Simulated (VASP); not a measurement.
Wanted: the native input for a VASP 6.6.1 run.

```yaml
Task: single point
Functional: PBEsol
Potentials_or_basis: VASP PAW PBE potentials, release 64 (Re)
Cutoff: 520 eV
k_mesh: 18 × 18 × 10
Occupations: gaussian, width 0.5 eV
Spin: no spin polarisation
Further_INCAR_settings: ALGO = Normal; EDIFF = 1e-06
```

The structure of Re lies in POSCAR:

```
Re
1.0
    2.7508900000      0.0000000000      0.0000000000
   -1.3754500000      2.3823400000      0.0000000000
    0.0000000000      0.0000000000      4.4430100000
Re
2
Direct
    0.3333300000      0.6666700000      0.2500000000
    0.6666700000      0.3333300000      0.7500000000
```

These files were run (other wordings do the same):

INCAR

```
PREC     = Accurate       # precision mode
ENCUT    = 520            # plane-wave cutoff, eV
EDIFF    = 1E-6           # SCF threshold, eV
ISMEAR   = 0              # smearing method
SIGMA    = 0.5            # smearing width, eV
LREAL    = False          # projectors in reciprocal space
LASPH    = True           # aspherical terms in the spheres
NELM     = 100            # most SCF steps
ALGO     = Normal         # electronic algorithm
ISIF     = 2              # what is computed and relaxed
LWAVE    = False          # write WAVECAR
LCHARG   = False          # write CHGCAR
GGA      = PS             # functional
```

KPOINTS

```
regular mesh
0
Gamma
  18 18 10
```

Potentials or basis: VASP PAW PBE potentials, release 64 (Re).

Launch:

```console
$ cat potpaw_PBE.64/Re/POTCAR > POTCAR
$ mpirun -np 1 vasp_std > vasp.out
```

It gave:

- Pressure: 0.5 GPa
- Band gap on the k mesh: none (metal or under the smearing width)

Caveat: the PAW data sets were made with another functional, which shifts forces and pressure a little.

Wall time 2.1 min on 1 thread of Intel(R) Xeon(R) Platinum 8488C (Sapphire Rapids), on a shared host, peak memory 0.28 GiB.
